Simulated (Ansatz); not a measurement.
A crystal relaxed with r2SCAN in the PAW code Ansatz has space group F-43m (No. 216) and a = 5.878 Å.

```tsv
atom	site	x	y	z
Cd	4a	0.0000	0.0000	0.0000
Xx	4d	0.2500	0.2500	0.7500
```

The r2SCAN gap is direct at Γ: 1.54 eV. HSE06 gives a direct gap of 2.11 eV at Γ. With PBE the gap is 1.10 eV and direct, at Γ. Meshes: r2SCAN 8×8×8, HSE06 6×6×6, PBE 8×8×8. r2SCAN's ε∞ is 5.5 in all directions.

Question: Which element is Xx?
A. S
B. Se
C. Te
D. O

Answer: A. Xx is S: CdS (zincblende). Around Cd lie 4 S at 2.55 Å; around S lie 4 Cd at 2.55 Å.

No spin polarisation and no zero-point or thermal motion.

The runs are scalar-relativistic, without spin-orbit coupling.

The meshes of the hybrids are coarse, so their gaps aren't converged to the digits shown.
